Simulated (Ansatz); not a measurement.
**Levels of theory for NaCl (NiAs type)**

All numbers come from Ansatz. Note: simulated data, non-magnetic, for a generated structure that need not be the stable one.

Structure: NaCl in the NiAs-type structure, at its r2SCAN minimum. The symmetry is P6_3/mmc (No. 194, hexagonal); conventional cell a = 3.892 Å, c = 6.737 Å, 22.10 Å³ an atom. Around Na lie 6 Cl at 2.81 Å; around Cl lie 6 Na at 2.81 Å.

```cif
data_structure
_symmetry_space_group_name_H-M 'P6_3/mmc'
_symmetry_Int_Tables_number 194
_cell_length_a 3.8923
_cell_length_b 3.8923
_cell_length_c 6.7368
_cell_angle_alpha 90.000
_cell_angle_beta 90.000
_cell_angle_gamma 120.000
_cell_volume 88.39
loop_
_atom_site_label
_atom_site_type_symbol
_atom_site_symmetry_multiplicity
_atom_site_Wyckoff_symbol
_atom_site_fract_x
_atom_site_fract_y
_atom_site_fract_z
_atom_site_occupancy
Na1 Na 2 a 0.00000 0.00000 0.00000 1
Cl1 Cl 2 c 0.33333 0.66667 0.25000 1
```

Relaxed lattice by functional, symmetry kept:
```
functional   k mesh  a (Å)  c (Å)  volume (Å³/atom)
       PBE  12×12×4  3.955  6.839             23.17
    r2SCAN    6×6×4  3.892  6.737             22.10
    PBEsol    6×6×4  3.882  6.747             22.02
       LDA    6×6×4  3.790  6.578             20.46
     HSE06    6×6×2  3.925  6.790             22.65
```

Gaps on the r2SCAN cell, each the least over its mesh and the special points:
```tsv
level	k mesh	gap (eV)	kind	edges	least direct gap (eV)	rough cost
LDA	12×12×4	4.65	direct	Γ	4.65	6 core-seconds
PBE	12×12×4	5.07	direct	Γ	5.07	9 core-seconds
r2SCAN	12×12×4	5.86	direct	Γ	5.86	16 core-seconds
HSE06	6×6×4	6.45	direct	Γ	6.45	2.4 core-minutes
DDH-PBE0	6×6×4	8.43	direct	Γ	8.43	3 core-minutes
PBE0	6×6×4	7.17	direct	Γ	7.17	2.4 core-minutes
r2SCAN0	6×6×4	7.62	direct	Γ	7.62	3 core-minutes
Hartree-Fock	6×6×4	13.73	direct	Γ	13.73	2.9 core-minutes
G0W0@PBE (263 empty bands, 120 eV, 6×6×2)	6×6×2	7.77	–	Γ (mesh)	–	4 core-minutes
G0W0@PBE (654 empty bands, 220 eV, 6×6×2)	6×6×2	7.93	–	Γ (mesh)	–	40 core-minutes
```
PBE: smearing of 0.02 eV; the others have fixed occupations.
Wave cutoffs: 420 eV, 500 eV (r2SCAN, r2SCAN0).
The G0W0 gap is PBE's gap over the path plus the quasiparticle shift read on the mesh. G0W0 here is at a finite number of bands, screening cutoff and k mesh, not at the basis limit.
Costs come from shared machines and give only the order; PBE's includes the band path. The runs had 2 threads of Arm Neoverse V1 (shared host).

With HSE06 the gap is 6.45 eV and direct, at Γ.

r2SCAN covers 57 % of the step from PBE to HSE06, while HSE06 needs about 9 times r2SCAN's cost (on a coarser mesh). All these functionals give a gap of the same kind, direct.

r2SCAN (ground state on 6×6×4): ε∞: 2.41 in all directions. Born charges, averaged over directions: Na +1.08, Cl -1.08 e. PBE (ground state on 6×6×4): The clamped-ion dielectric constant comes out as 2.52 in all directions. Born charges, averaged over directions: Na +1.09, Cl -1.09 e.

On the PBEsol cell (a = 3.882 Å, c = 6.747 Å), with PBEsol: All optical modes at Γ are real, from 111 to 241 cm⁻¹ without the longitudinal term; this says nothing of other wave vectors. With the long-range field the highest mode reaches 261 cm⁻¹. The electronic dielectric tensor ε∞ is 2.57 along x and y, 2.56 along z. With the ions relaxed, ε⁰ is 6.1 along x and y, 5.9 along z. Born charges, averaged over directions: Na +1.09, Cl -1.09 e.

The meshes of the hybrids are coarse, so their gaps aren't converged to the digits shown.
